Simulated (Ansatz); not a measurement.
## CoO in Ansatz: the effect of functional

The system is CoO.

```
CELL_PARAMETERS angstrom
1.59147 0.91883 2.54925
-1.59147 0.91883 2.54925
0.00000 -1.83767 2.54925
ATOMIC_POSITIONS crystal
Co 0.99898 0.99898 0.99898
O 0.75102 0.75102 0.75102
```

Measurements of this composition are mostly on another form, of space group No. 225.

The cell isn't the ideal one: volume scaled by 0.98.

Alike in all runs:

| Item | Value |
| --- | --- |
| Program | Ansatz 0.2.0 |
| Task | single point |
| Potentials or basis | Ansatz PAW |
| k mesh | 10 × 10 × 10 |
| Occupations | fermi-dirac, width 0.05 eV |
| Spin | collinear spin, ferromagnetic start |
| Starting moments | [2.0, 0.0] μB |

```csv
functional,cutoff,pressure (GPa),moment (μB)
LDA,420 eV (not typed: the program's choice for these potentials),?,?
PBEsol,420 eV (not typed: the program's choice for these potentials),-5.9,2.69
r2SCAN,500 eV (not typed: the program's choice for these potentials),7.2,2.98
```

Task: What does the run with functional LDA give?

Result: Pressure -14.4 GPa; moment 2.50 μB.

Caveats: a cell with one magnetic atom can't hold antiferromagnetic order, which such compounds often take; the PAW data sets come from PBE, with cores solved anew for the run's functional, which leaves a small shift of forces and pressure; the magnetic or orbital state may not be the lowest (some runs).

Runs at the PBE level aren't shown here.
